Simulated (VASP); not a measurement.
# InPd (Pm-3m) in VASP: notebook, part 2 of 2

VASP 6.6.1.

### 3 Relaxation of cell and atoms, PBEsol

INCAR reads:

```
PREC = Accurate
ENCUT = 600
EDIFF = 1E-6
ISMEAR = -1
SIGMA = 0.05
LREAL = F
LASPH = T
NELM = 80
ALGO = Fast
ISIF = 3
LWAVE = F
LCHARG = F
GGA = PS
IBRION = 2
NSW = 60
EDIFFG = -0.01
```

KPOINTS reads:

```
regular mesh
0
Gamma
  8 8 8
```

POSCAR reads:

```
InPd
1.0
    3.2718847800      0.0000000000      0.0000000000
    0.0000000000      3.2718847800      0.0000000000
    0.0000000000      0.0000000000      3.2718847800
In Pd
1 1
Direct
    0.0000000000      0.0000000000      0.0000000000
    0.5000000000      0.5000000000      0.5000000000
```

Potentials or basis: VASP PAW PBE potentials, release 64 (In_d, Pd).

On the command line:

```console
> cat potpaw_PBE.64/In_d/POTCAR potpaw_PBE.64/Pd/POTCAR > POTCAR
> mpirun -np 1 vasp_std > vasp.out
```

OUTCAR:

```text
PREC = Accurate
   ENCUT = 600
   EDIFF = 1E-6
   ISMEAR = -1
   LREAL = F
   LASPH = T
   NELM = 80
   ISIF = 3
   GGA = PS
   IBRION = 2
   NSW = 60
   EDIFFG = -0.01

 ion  position               nearest neighbor table
   1  0.000  0.000  0.000-   2 2.83   2 2.83   2 2.83   2 2.83   2 2.83   2 2.83   2 2.83   2 2.83

   2  0.500  0.500  0.500-   1 2.83   1 2.83   1 2.83   1 2.83   1 2.83   1 2.83   1 2.83   1 2.83

  LATTYP: Found a simple cubic cell.
 ALAT       =     3.2718847800

  Lattice vectors:

 A1 = (   3.2718847800,   0.0000000000,   0.0000000000)
 A2 = (   0.0000000000,   3.2718847800,   0.0000000000)
 A3 = (   0.0000000000,   0.0000000000,   3.2718847800)

Analysis of symmetry for initial positions (statically):
=====================================================================
 Subroutine PRICEL returns:
 Original cell was already a primitive cell.

 Routine SETGRP: Setting up the symmetry group for a
 simple cubic supercell.

 Subroutine GETGRP returns: Found 48 space group operations
 (whereof 48 operations were pure point group operations)
 out of a pool of 48 trial point group operations.

The static configuration has the point symmetry O_h .

Analysis of symmetry for dynamics (positions and initial velocities):
=====================================================================
 Subroutine PRICEL returns:
 Original cell was already a primitive cell.

 Routine SETGRP: Setting up the symmetry group for a
 simple cubic supercell.

 Subroutine GETGRP returns: Found 48 space group operations
 (whereof 48 operations were pure point group operations)
 out of a pool of 48 trial point group operations.

The dynamic configuration has the point symmetry O_h .

 Subroutine INISYM returns: Found 48 space group operations
 (whereof 48 operations are pure point group operations),
 and found     1 'primitive' translations

----------------------------------------------------------------------------------------

                                     Primitive cell

  volume of cell :      35.0263

  direct lattice vectors                    reciprocal lattice vectors
     3.271884780  0.000000000  0.000000000     0.305634234  0.000000000  0.000000000
     0.000000000  3.271884780  0.000000000     0.000000000  0.305634234  0.000000000
     0.000000000  0.000000000  3.271884780     0.000000000  0.000000000  0.305634234

  length of vectors
     3.271884780  3.271884780  3.271884780     0.305634234  0.305634234  0.305634234

  position of ions in fractional coordinates (direct lattice)
     0.000000000  0.000000000  0.000000000
     0.500000000  0.500000000  0.500000000

  ion indices of the primitive-cell ions
   primitive index   ion index
                 1           1
                 2           2

----------------------------------------------------------------------------------------

 KPOINTS: regular mesh

Automatic generation of k-mesh.
 Grid dimensions read from file:
 generate k-points for:    8    8    8

 Generating k-lattice:

  Cartesian coordinates                     Fractional coordinates (reciprocal lattice)
[... 55 lines left out ...]
   LNONCOLLINEAR =      F non collinear calculations
   LSORBIT =      F    spin-orbit coupling
   LASPH  =      T    aspherical Exc in radial PAW
   ENCUT  =  600.0 eV  44.10 Ry    6.64 a.u.   6.53  6.53  6.53*2*pi/ulx,y,z
   NELM   =     80;   NELMIN=  2; NELMDL= -5     # of ELM steps
   EDIFF  = 0.1E-05   stopping-criterion for ELM
   LREAL  =      F    real-space projection
   EDIFFG = -.1E-01   stopping-criterion for IOM
   NSW    =     60    number of steps for IOM
   IBRION =      2    ionic relax: 0-MD 1-quasi-New 2-CG
   NFREE  =      1    steps in history (QN), initial steepest desc. (CG)
   ISIF   =      3    stress and relaxation
   ISYM   =      2    0-nonsym 1-usesym 2-fastsym
   POTIM  = 0.5000    time-step for ionic-motion
   TEBEG  =    0.0;   TEEND  =   0.0 temperature during run
   PSTRESS=    0.0 pullay stress
   NELECT =      23.0000    total number of electrons
   NUPDOWN=      -1.0000    fix difference up-down
   EMIN   =  10.00;   EMAX   =-10.00  energy-range for DOS
   EFERMI =   0.00;   METHOD = LEGACY
   ISMEAR =    -1;   SIGMA  =   0.05  broadening in eV -4-tet -1-fermi 0-gaus
   EFERMI_NEDOS =   21; number of points for ismear=-14 and -15
   IALGO  =     68    algorithm
   IMIX   =      4    mixing-type and parameters
     AMIX     =   0.40;   BMIX     =  1.00
     AMIX_MAG =   1.60;   BMIX_MAG =  1.00
  volume/ion in A,a.u.               =      17.51       118.18
  Fermi-wavevector in a.u.,A,eV,Ry     =   1.422938  2.688964 27.548447  2.024754
  Thomas-Fermi vector in A             =   2.543589
   LORBIT       =      0    0 simple, 1 ext, 2 COOP (PROOUT), +10 PAW based schemes
   GGA     = PS    functional components
   LHFCALC =     F    Hartree Fock is set to
   AEXX    =    0.0000 exact exchange contribution
   IVDW    =     0    specifies the selected vdW correction
   LEPSILON=     F    determine dielectric tensor
   LRPA    =     F    only Hartree local field effects (RPA)
 conjugate gradient relaxation of ions
 non-spin polarized calculation
 RMM-DIIS sequential band-by-band and
  energy-cutoff  :      600.00
  volume of cell :       35.03
 maximum number of plane-waves:      1189
 NGX is ok and might be reduce to    28
   NGX = 13   NGY = 13   NGZ = 13

--------------------------------------- Ionic step        1  -------------------------------------------

 number of electron      23.0000010 magnetization

 Free energy of the ion-electron system (eV)
  ---------------------------------------------------
  ext. energy  EPLUGINS =         0.00000000
  ---------------------------------------------------
  free energy    TOTEN  =        -9.99873514 eV

  energy without entropy =       -9.98854361  energy(sigma->0) =       -9.99363938

------------------------ aborting loop because EDIFF is reached ----------------------------------------

  FORCE on cell =-STRESS in cart. coord.  units (eV):
  Direction    XX          YY          ZZ          XY          YZ          ZX
  --------------------------------------------------------------------------------------
  -------------------------------------------------------------------------------------
  Total       -0.6530381     -0.6530381     -0.6530381      0.0000000     -0.0000000      0.0000000
  in kB      -29.8713679    -29.8713679    -29.8713679      0.0000000     -0.0000000      0.0000000
  external PRESSURE =     -29.8713679 kB  Pullay stress =       0.0000000 kB
[... 59 lines left out ...]
--------------------------------------- Ionic step        3  -------------------------------------------

 number of electron      23.0000006 magnetization

 Free energy of the ion-electron system (eV)
  ---------------------------------------------------
  ext. energy  EPLUGINS =         0.00000000
  ---------------------------------------------------
  free energy    TOTEN  =       -10.00571348 eV

  energy without entropy =       -9.99560711  energy(sigma->0) =      -10.00066030

 E-fermi :  10.5575     XC(G=0): -12.5271

 val. band max:       10.5244548108   @ k =   0.3750   0.3750   0.1250
 cond. band min:      10.6140528103   @ k =   0.5000   0.5000   0.5000
 fundamental gap:      0.0895979995
 Fermi energy:        10.5574670017

 k-point     1 :       0.0000    0.0000    0.0000
  band No.  band energies     occupation
      1      -4.2739      2.00000
      2      -4.2739      2.00000
      3      -3.8334      2.00000
      4      -3.8334      2.00000
      5      -3.8334      2.00000
      6       0.3628      2.00000
      7       6.7412      2.00000
      8       6.7412      2.00000
      9       8.3430      2.00000
     10       8.3430      2.00000
     11       8.3430      2.00000
     12      14.8601      0.00000
     13      14.8601      0.00000
     14      14.8601      0.00000
[... 401 lines left out ...]
      2      -4.0154      2.00000
      3      -4.0033      2.00000
      4      -3.9815      2.00000
      5      -3.6627      2.00000
      6       4.3921      2.00000
      7       6.5653      2.00000
      8       6.9913      2.00000
      9       7.4390      2.00000
     10       8.3473      2.00000
     11       9.0407      2.00000
     12       9.6033      2.00000
     13      12.9558      0.00000
     14      14.2101      0.00000
     15      18.5470      0.00000

 [... further k-points ...]

------------------------ aborting loop because EDIFF is reached ----------------------------------------

  FORCE on cell =-STRESS in cart. coord.  units (eV):
  Direction    XX          YY          ZZ          XY          YZ          ZX
  --------------------------------------------------------------------------------------
  -------------------------------------------------------------------------------------
  Total       -0.0076985     -0.0076985     -0.0076985      0.0000000     -0.0000000      0.0000000
  in kB       -0.3598688     -0.3598688     -0.3598688      0.0000000     -0.0000000      0.0000000
  external PRESSURE =      -0.3598688 kB  Pullay stress =       0.0000000 kB
[... 17 lines left out ...]
  FREE ENERGIE OF THE ION-ELECTRON SYSTEM (eV)
  ---------------------------------------------------
  free  energy   TOTEN  =       -10.0057134790 eV

  energy  without entropy=       -9.9956071141  energy(sigma->0) =      -10.00066030

 reached required accuracy - stopping structural energy minimisation
```

OSZICAR:

```text
N       E                     dE             d eps       ncg     rms          rms(c)
DAV:   1     0.171808256373E+03    0.17181E+03   -0.12617E+04  1057   0.222E+03
DAV:   2    -0.210926653474E+01   -0.17392E+03   -0.17032E+03  1120   0.440E+02
DAV:   3    -0.101341099996E+02   -0.80248E+01   -0.79771E+01  1267   0.977E+01
DAV:   4    -0.102872379089E+02   -0.15313E+00   -0.15310E+00  1334   0.128E+01
[... 42 lines left out ...]
RMM:   8    -0.100057471893E+02    0.39254E-04   -0.11523E-04  1295   0.170E-01    0.650E-02
RMM:   9    -0.100057531873E+02   -0.59980E-05   -0.33003E-05  1248   0.539E-02    0.984E-02
RMM:  10    -0.100057221451E+02    0.31042E-04   -0.41786E-05  1133   0.102E-01    0.274E-02
RMM:  11    -0.100057137384E+02    0.84067E-05   -0.22789E-05   993   0.655E-02    0.706E-03
RMM:  12    -0.100057134790E+02    0.25939E-06   -0.25641E-06   734   0.181E-02
   3 F= -.10005713E+02 E0= -.10000660E+02  d E =-.697833E-02
```

CONTCAR:

```text
InPd
   1.00000000000000
     3.2483048110967752    0.0000000000000000    0.0000000000000000
     0.0000000000000000    3.2483048110967752    0.0000000000000000
    -0.0000000000000000   -0.0000000000000000    3.2483048110967752
  In              Pd
     1     1
Direct
     0.0000000000000000    0.0000000000000000    0.0000000000000000
     0.5000000000000000    0.5000000000000000    0.5000000000000000

  0.00000000E+00  0.00000000E+00  0.00000000E+00
  0.00000000E+00  0.00000000E+00  0.00000000E+00
```

Run time: 47 s. Hardware: 1 thread of Intel Xeon Platinum 8559C (Emerald Rapids), shared host; peak memory 0.17 GiB.

What came out:

```yaml
Free_energy: -10.0057 eV
Relaxed_volume: 17.14 Å³/atom
Relaxed_cell: a = 3.248 Å, b = 3.248 Å, c = 3.248 Å, α = 90.00°, β = 90.00°, γ = 90.00°
Space_group_after_relaxing_to_0.05_Å: Pm-3m (No. 221)
Energy_gained_by_relaxing: 3.5 meV/atom
Ionic_steps: 3
Pressure_after_relaxing: 0.0 GPa
Band_gap_on_the_k_mesh: none (metal or under the smearing width)
```

Step by step:
| step | energy change (eV) | largest force (eV/Å) | pressure (GPa) | volume (Å³) |
| --- | --- | --- | --- | --- |
| 1 | 0.0000 | 0.0000 | -2.99 | 35.03 |
| 2 | 0.0031 | 0.0000 | 3.85 | 33.40 |
| 3 | -0.0070 | 0.0000 | -0.04 | 34.27 |

Final structure:
```yaml
crystal:
  lattice:
    - [3.24830, 0.00000, 0.00000]
    - [0.00000, 3.24830, 0.00000]
    - [0.00000, 0.00000, 3.24830]
  atoms:
    - { symbol: In, position: [0.00000, 0.00000, 0.00000] }
    - { symbol: Pd, position: [0.50000, 0.50000, 0.50000] }
```

Caveat: the PAW data sets were made with another functional, which shifts forces and pressure a little.

### 4 Single point, PBE

INCAR reads:

```
ALGO = Normal
EDIFF = 1E-6
ENCUT = 520
GGA = PE
ISIF = 2
ISMEAR = 0
LASPH = True
LCHARG = True
LELF = True
LREAL = False
LVHAR = True
LWAVE = False
NBANDS = 18
NELM = 100
PREC = Accurate
SIGMA = 0.024
```

KPOINTS reads:

```
k-points
0
Gamma
  8 8 8
```

POSCAR is that of step 3.

Potentials or basis: VASP PAW PBE potentials, release 64 (In_d, Pd).

On the command line:

```console
> cat potpaw_PBE.64/In_d/POTCAR potpaw_PBE.64/Pd/POTCAR > POTCAR
> mpirun -np 1 vasp_std > vasp.out
```

OUTCAR:

```text
EDIFF = 1E-6
   ENCUT = 520
   GGA = PE
   ISIF = 2
   ISMEAR = 0
   LASPH = True
   LREAL = False
   NELM = 100
   PREC = Accurate

 ion  position               nearest neighbor table
   1  0.000  0.000  0.000-   2 2.83   2 2.83   2 2.83   2 2.83   2 2.83   2 2.83   2 2.83   2 2.83

   2  0.500  0.500  0.500-   1 2.83   1 2.83   1 2.83   1 2.83   1 2.83   1 2.83   1 2.83   1 2.83

  LATTYP: Found a simple cubic cell.
 ALAT       =     3.2718847800

  Lattice vectors:

 A1 = (   3.2718847800,   0.0000000000,   0.0000000000)
 A2 = (   0.0000000000,   3.2718847800,   0.0000000000)
 A3 = (   0.0000000000,   0.0000000000,   3.2718847800)

Analysis of symmetry for initial positions (statically):
=====================================================================
 Subroutine PRICEL returns:
 Original cell was already a primitive cell.

 Routine SETGRP: Setting up the symmetry group for a
 simple cubic supercell.

 Subroutine GETGRP returns: Found 48 space group operations
 (whereof 48 operations were pure point group operations)
 out of a pool of 48 trial point group operations.

The static configuration has the point symmetry O_h .

[... 160 lines left out ...]

 E-fermi :  10.3833     XC(G=0): -12.2312

 val. band max:       10.3687962390   @ k =   0.3750   0.2500   0.1250
 cond. band min:      10.3897893311   @ k =   0.3750   0.3750   0.1250
 fundamental gap:      0.0209930921
 Fermi energy:        10.3832696157

 k-point     1 :       0.0000    0.0000    0.0000
  band No.  band energies     occupation
      1      -4.4833      2.00000
      2      -4.4833      2.00000
      3      -4.0751      2.00000
      4      -4.0751      2.00000
      5      -4.0751      2.00000
      6       0.4289      2.00000
[... 481 lines left out ...]
      5      -3.9185      2.00000
      6       4.3772      2.00000
[... 10 lines left out ...]
     17      21.5764      0.00000
     18      23.5575      0.00000

 [... further k-points ...]

------------------------ aborting loop because EDIFF is reached ----------------------------------------

  FORCE on cell =-STRESS in cart. coord.  units (eV):
  Direction    XX          YY          ZZ          XY          YZ          ZX
  --------------------------------------------------------------------------------------
  -------------------------------------------------------------------------------------
  Total        0.8089671      0.8089671      0.8089671     -0.0000000      0.0000000     -0.0000000
  in kB       37.0038925     37.0038925     37.0038925     -0.0000000      0.0000000     -0.0000000
  external PRESSURE =      37.0038925 kB  Pullay stress =       0.0000000 kB

 VOLUME and BASIS-vectors are now :
 -----------------------------------------------------------------------------
  energy-cutoff  :      520.00
  volume of cell :       35.03
      direct lattice vectors                 reciprocal lattice vectors
     3.271884780  0.000000000  0.000000000     0.305634234  0.000000000  0.000000000
     0.000000000  3.271884780  0.000000000     0.000000000  0.305634234  0.000000000
     0.000000000  0.000000000  3.271884780     0.000000000  0.000000000  0.305634234

 POSITION                                       TOTAL-FORCE (eV/Angst)
 -----------------------------------------------------------------------------------
      0.00000      0.00000      0.00000         0.000000      0.000000      0.000000
      1.63594      1.63594      1.63594         0.000000      0.000000      0.000000
 -----------------------------------------------------------------------------------
    total drift:                                0.000000      0.000000     -0.000000

  FREE ENERGIE OF THE ION-ELECTRON SYSTEM (eV)
  ---------------------------------------------------
  free  energy   TOTEN  =        -8.7306625593 eV

  energy  without entropy=       -8.7291849315  energy(sigma->0) =       -8.72992375
```

OSZICAR:

```text
N       E                     dE             d eps       ncg     rms          rms(c)
DAV:   1     0.161452332762E+03    0.16145E+03   -0.11298E+04  1300   0.166E+03
DAV:   2    -0.474625225071E+00   -0.16193E+03   -0.15583E+03  1282   0.360E+02
DAV:   3    -0.874539237304E+01   -0.82708E+01   -0.81648E+01  1438   0.868E+01
DAV:   4    -0.893335554594E+01   -0.18796E+00   -0.18778E+00  1522   0.117E+01
DAV:   5    -0.894173558253E+01   -0.83800E-02   -0.83796E-02  1678   0.234E+00    0.645E+00
DAV:   6    -0.877329988067E+01    0.16844E+00   -0.35095E-01  1430   0.828E+00    0.310E+00
DAV:   7    -0.873824940790E+01    0.35050E-01   -0.57066E-02  1624   0.442E+00    0.140E+00
DAV:   8    -0.873137598557E+01    0.68734E-02   -0.20825E-02  1396   0.130E+00    0.393E-01
DAV:   9    -0.873065504452E+01    0.72094E-03   -0.18549E-03  1652   0.654E-01    0.618E-02
DAV:  10    -0.873066025177E+01   -0.52073E-05   -0.43533E-05  1704   0.848E-02    0.282E-02
DAV:  11    -0.873066210384E+01   -0.18521E-05   -0.47085E-06  1336   0.210E-02    0.361E-03
DAV:  12    -0.873066255927E+01   -0.45543E-06   -0.25720E-07   710   0.469E-03
   1 F= -.87306626E+01 E0= -.87299237E+01  d E =-.147763E-02
```

Wall time 5.6 s (1 thread of Intel Xeon 6975P-C (Granite Rapids), shared host); peak memory 0.15 GiB.

Results:

```yaml
Free_energy: -8.7307 eV
Pressure: 3.7 GPa
Band_gap_on_the_k_mesh: none (metal or under the smearing width)
```

Levels at points of the mesh, in eV from the Fermi level:
```csv
k point,band 7,band 8,band 9,band 10,band 11,band 12,band 13,band 14,band 15,band 16
"(0.00, 0.00, 0.00)",-3.70,-3.70,-2.15,-2.15,-2.15,4.33,4.33,4.33,9.55,10.69
"(0.50, 0.00, 0.00)",-5.89,-3.68,-3.14,-3.14,-2.23,-1.00,9.67,9.67,10.00,10.83
"(0.50, 0.50, 0.00)",-3.38,-2.56,-2.56,-2.21,-2.21,-1.58,1.57,2.59,9.58,11.44
"(0.50, 0.50, 0.50)",-4.75,-4.75,-1.54,-1.54,0.03,3.90,3.90,3.90,4.51,4.51
```

### 5 For comparison

An earlier run on the cell as given: functional PBE; potentials or basis VASP PAW PBE potentials, release 64 (In_d, Pd); cutoff 520 eV; k mesh 8 × 8 × 8; occupations fermi-dirac, width 0.05 eV; no spin polarisation.

* Pressure: 3.7 GPa
* Band gap on the k mesh: none (metal or under the smearing width)

### 6 The runs side by side

| task | level | potentials or basis | cell | cutoff (eV) | smearing | gap on the mesh (eV) | pressure (GPa) | relaxed volume (Å³/atom) |
| --- | --- | --- | --- | --- | --- | --- | --- | --- |
| relaxation of cell and atoms | LDA | VASP PAW LDA potentials, release 64 (In_d, Pd) | relaxed | 600 | fermi-dirac 0.05 eV | none | -0.1 | 16.68 |
| relaxation of cell and atoms | PBEsol | VASP PAW PBE potentials, release 64 (In_d, Pd) | relaxed | 600 | fermi-dirac 0.05 eV | none | 0.0 | 17.14 |
| single point | PBE | VASP PAW PBE potentials, release 64 (In_d, Pd) | as given | 520 | gaussian 0.024 eV | none | 3.7 | - |
| single point | PBE | VASP PAW PBE potentials, release 64 (In_d, Pd) | as given | 520 | fermi-dirac 0.05 eV | none | 3.7 | - |

Alike in all rows: no spin polarisation; k mesh 8 × 8 × 8.

Caveats: the PAW data sets were made with another functional, which shifts forces and pressure a little (some runs).

Absolute energies hang on the potentials; compare differences alone.
